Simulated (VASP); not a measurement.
ZrSe2, 9 atoms in the cell. The cell holds a slab with vacuum, 9 atoms: a = 3.800 Å, b = 3.800 Å, c = 33.480 Å, α = 90.00°, β = 90.00°, γ = 120.00°. 

```yaml
Program: VASP 6.6.1
Task: relaxation of cell and atoms
Functional: PBE
Potentials_or_basis: VASP PAW PBE potentials, release 64 (Se, Zr_sv)
Cutoff: 600 eV
k_mesh: 9 × 9 × 1
Occupations: gaussian, width 0.03 eV
Spin: no spin polarisation
Further_INCAR_settings: ALGO = Normal; EDIFF = 1e-07; IBRION = 2; EDIFFG = -0.005; NSW = 90; ISIF = 3
```

Potentials or basis: VASP PAW PBE potentials, release 64 (Se, Zr_sv).

Launch:

```bash
$ cat potpaw_PBE.64/Se/POTCAR potpaw_PBE.64/Zr_sv/POTCAR > POTCAR
$ mpirun -np 2 vasp_std > vasp.out
```

Hardware: 2 MPI ranks on Intel(R) Xeon(R) Platinum 8375C CPU @ 2.90GHz (Ice Lake), with other jobs on the host.

Q: Estimate the wall time of this run.

A: Run time: 13 min on 2 MPI ranks on Intel(R) Xeon(R) Platinum 8375C CPU @ 2.90GHz (Ice Lake) (shared host), peak memory 0.7 GiB a rank. Counts: scf iterations 62, k points 12, ion steps 8.
